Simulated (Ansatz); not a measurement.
# A defect in a wire: (4,1) C nanotube, Al in place of one C, part 2 of 5

What does the defect do to the conductance?

Ansatz 0.2.0; DFT PBE, plane waves, PAW; relaxation of a wire's period (the session's first sound run).

So far. Step 2 (Relaxation of atoms and period): The cell's length comes to 6.501 Å with spin left out.

### 3. The wire at its relaxed period

This step: DFT PBE, plane waves, PAW; channels and complex bands of a perfect wire (Ansatz 0.2.0).

At the relaxed period the Bloch states of the perfect wire are found at each energy: those that move forward count the open channels, and those that decay describe how a disturbance dies away inside the wire itself. An energy step of 0.035 eV is under the 0.039 eV that the program asks for its thermal average at 300 K.

The input, input.yaml:

```yaml
crystal:
  lattice:
    - [10.388, 0.0, 0.0]
    - [0.0, 10.378, 0.0]
    - [0.0, 0.0, 6.5008324045]
  atoms:
    - { symbol: C, position: [0.40933954, 0.657144128, 0.99876104] }
    - { symbol: C, position: [0.681276657, 0.499981485, 0.001232433] }
    - { symbol: C, position: [0.326738777, 0.446494002, 0.070193176] }
    - { symbol: C, position: [0.540329085, 0.67690504, 0.072662976] }
    - { symbol: C, position: [0.336642385, 0.578721075, 0.144095224] }
    - { symbol: C, position: [0.513524561, 0.319014888, 0.14162391] }
    - { symbol: C, position: [0.386946275, 0.358100108, 0.215527682] }
    - { symbol: C, position: [0.679248835, 0.47292257, 0.21305298] }
    - { symbol: C, position: [0.566235136, 0.668904861, 0.284476937] }
    - { symbol: C, position: [0.6130245, 0.358102658, 0.286957036] }
    - { symbol: C, position: [0.350197, 0.602221698, 0.35590148] }
    - { symbol: C, position: [0.663323254, 0.578729179, 0.358381523] }
    - { symbol: C, position: [0.36707619, 0.376555455, 0.427328617] }
    - { symbol: C, position: [0.459634331, 0.676901674, 0.429804984] }
    - { symbol: C, position: [0.318688599, 0.499980677, 0.501232433] }
    - { symbol: C, position: [0.590625716, 0.342818034, 0.49876104] }
    - { symbol: C, position: [0.459636172, 0.323057122, 0.572662976] }
    - { symbol: C, position: [0.67322648, 0.553468159, 0.570193176] }
    - { symbol: C, position: [0.486440695, 0.680947274, 0.64162391] }
    - { symbol: C, position: [0.663322871, 0.421241087, 0.644095224] }
    - { symbol: C, position: [0.320716421, 0.527039592, 0.71305298] }
    - { symbol: C, position: [0.613018981, 0.641862054, 0.715527682] }
    - { symbol: C, position: [0.386940756, 0.641859504, 0.786957036] }
    - { symbol: C, position: [0.433730121, 0.331057301, 0.784476937] }
    - { symbol: C, position: [0.336642002, 0.421232983, 0.858381523] }
    - { symbol: C, position: [0.649768256, 0.397740464, 0.85590148] }
    - { symbol: C, position: [0.540330926, 0.323060488, 0.929804984] }
    - { symbol: C, position: [0.632889066, 0.623406707, 0.927328617] }
kpoints:
  mp_grid: { grid: [1, 1, 13] }
scf:
  occupations: { method: fermi_dirac, width: 0.05 }
hamiltonian:
  xc: pbe
output:
  transmission:
    e_range: [-1.26, 1.26]
    de: 0.035
    kmesh: [1, 1]
    reduced_basis: true
    leads: [[0, 0]]
basis:
  ecutwfc: "350 eV"
```

Launch:

```bash
> ansatz run input.yaml --threads 4 --pin off --max-ram 16384MiB --backend cpu --events-out ev --progress --plain --runs-dir out
```

Numbers of over 12 decimals in the logs are rounded to 6 here.

What it wrote:

```text
Warning: basis.ecutwfc = 350 eV is below the records' recommended 420 eV, and the density's cutoff is lower with it unless basis.ecutrho_ratio is high enough to keep the records' density cutoff: compare with a run at a higher cutoff
[...]
Crystal: 28 atoms, lattice volume = 700.833 Å³
Basis set: ecut = 350 eV, 10419 PW (Γ)
Bands: 84, of which v1, the nominal top of the filled ones, is band 56 counted from 1 (55 counted from 0)
Symmetry: 2 space group operations
[...]
k-points: 7 of 13 (time reversal used)
[...]
SCF iter   1: F=—  HF=-7009.119561 eV  |F-HF|=—  |Δ(HF+E_count)|=         —  Δρ=6.83e-3  dr2=1.99e-1  ethr=1.77e-3  ⟨swp⟩=12.4  Hψ=3811  notcnv=0  defer=88
[...]
SCF iter   6: F=-7009.106599 eV  HF=-7009.106599 eV  |F-HF|=4.12e-8  |Δ(HF+E_count)|=   3.13e-6  Δρ=3.74e-6  dr2=8.36e-8  ethr=8.93e-11  ⟨swp⟩=23.3  Hψ=4357  notcnv=0
SCF 1 converged in 6 iterations: F = -7009.106599 eV  dr2 = 8.36e-8
[...]
transmission: 12 of 12 steps passed
SCF converged after 6 iterations
Free energy (F): -7009.106599 eV
[...]
Internal energy: -7009.082376 eV  (E = F + TS)
E sigma→0 (E₀):  -7009.094487 eV
Entropy (-TS):   -0.024223 eV (-0.865 meV/atom)
Fermi energy:    -0.784973 eV
[...]
--- Band table (eV; the first three rows and the last of 7) ---
  k-point 0: bands = [... 52 lower, -3.1945, -2.0834, -1.1377, -1.1370, 0.7361, 0.7436, 0.7772, 0.7785, ... 24 higher]
  k-point 1: bands = [... 52 lower, -3.1779, -2.1068, -1.4035, -0.8671, 0.2894, 0.5131, 0.7946, 1.0413, ... 24 higher]
  k-point 2: bands = [... 52 lower, -3.0660, -2.1734, -1.6599, -0.6040, -0.1649, 0.2432, 0.5305, 1.3059, ... 24 higher]
  k-point 6: bands = [... 52 lower, -2.5263, -2.5019, -1.4682, -1.1856, -1.0634, -0.9273, 0.7321, 1.0236, ... 24 higher]
--- Transmission ---
  basis      : 793 plane waves across, 12 finite elements along
  points     : 1, standing for a mesh of 1 x 1
  filling    : by the input's occupations and mesh, since the crystals that have channels conduct as metals do. If one of these is a semiconductor, that mesh has misplaced its level
  energies   : 73 from -1.260000 to 1.260000 eV about the Fermi level, 0.035000 eV apart; the leads are filled to 0.000000 eV, and channels, transmission and decay are at 0.000000 eV
  crystal 0  : C28, at the sites [0, 0], period 6.5008 Å: whole cells are its period
    offset         : up to 0.0000 Å between an atom of the period and one for which it stands
    filled         : 18.1 meV over the level at which it is neutral
    channels       : 4.000000e0 a spin
    conductance    : 2.8748e14 S/m² at 300 K; may be off by some 0.0 % by where its bands' edges are placed, 0.0 % from the distance to neutral
```

Wall time 13 min (4 threads of Arm Neoverse V1, shared host); peak memory 7.9 GiB.

The column dr2 measures how far the density is from self-consistency, as an energy; F and HF (Harris–Foulkes) agree once it is small.

This step gave:

```yaml
energy_at_zero_smearing: -7009.0945 eV
channels_at_the_energy_nearest_the_fermi_level_one_spin: 4
conductance_of_the_lead_as_this_run_defines_it: 4.000 G₀
band_gap: 0 eV
```

Table of open channels of the lead, one spin by energy, zero at the Fermi level:

energy (eV), open channels of the lead, one spin and a bar from the least value:
```
   -1.190       2.00 
   -1.085       2.00 
   -1.015       2.00 
   -0.910       2.00 
   -0.805       2.00 
   -0.700       2.00 
   -0.595       2.00 
   -0.490       4.00 ##############################
   -0.385       4.00 ##############################
   -0.315       4.00 ##############################
   -0.210       4.00 ##############################
   -0.105       4.00 ##############################
    0.000       4.00 ##############################
    0.105       4.00 ##############################
    0.210       4.00 ##############################
    0.315       4.00 ##############################
    0.385       4.00 ##############################
    0.490       2.00 
    0.595       2.00 
    0.700       2.00 
    0.805       2.00 
    0.910       2.00 
    1.015       4.00 ##############################
    1.085       4.00 ##############################
    1.190       4.00 ##############################
```

The slowest values at each energy, most degenerate partners merged, listed up to 1.5 1/Å. The Im kz of the slowest decaying states by energy, zero at the Fermi level:

| energy (eV) | decay 1 (Å⁻¹) | decay 2 (Å⁻¹) | decay 3 (Å⁻¹) | decay 4 (Å⁻¹) |
| --- | --- | --- | --- | --- |
| -1.190 | 0.0812 | 0.159 | 0.333 | 0.423 |
| -1.015 | 0.0872 | 0.241 | 0.349 | 0.430 |
| -0.805 | 0.0805 | 0.298 | 0.365 | 0.439 |
| -0.595 | 0.0523 | 0.336 | 0.380 | 0.446 |
| -0.385 | 0.361 | 0.392 | 0.453 | 0.492 |
| -0.210 | 0.376 | 0.401 | 0.457 | 0.493 |
| 0.000 | 0.387 | 0.411 | 0.463 | 0.495 |
| 0.210 | 0.392 | 0.420 | 0.467 | 0.496 |
| 0.385 | 0.393 | 0.426 | 0.470 | 0.496 |
| 0.595 | 0.0608 | 0.390 | 0.432 | 0.473 |
| 0.805 | 0.0634 | 0.383 | 0.437 | 0.476 |
| 1.015 | 0.372 | 0.440 | 0.478 | 0.495 |
| 1.190 | 0.360 | 0.442 | 0.479 | 0.494 |

By hand: the program gives 2.8748 × 10^14 S/m² over the cell's cross-section of 107.81 Å² = 1.078 × 10^-18 m², so one cell conducts 3.099 × 10^-4 S. Divided by G0 = 2e²/h = 7.748 × 10^-5 S this is 4.00 G0, a resistance of 3.23 kΩ.

At the computed energy nearest the Fermi level there are 4 channels a spin, and the thermal average gives 4.00 G₀.

[end of part 2 of 5]

[Logs are printed without paths, hosts, clocks, repeated set-up lines and the standing remarks that a program may print on its own settings, such as how far it seeks lower states.]

[Hosts, paths, dates, database ids (printed as entryN), source tags and the programs' standing remarks are cut or masked in the printed files.]
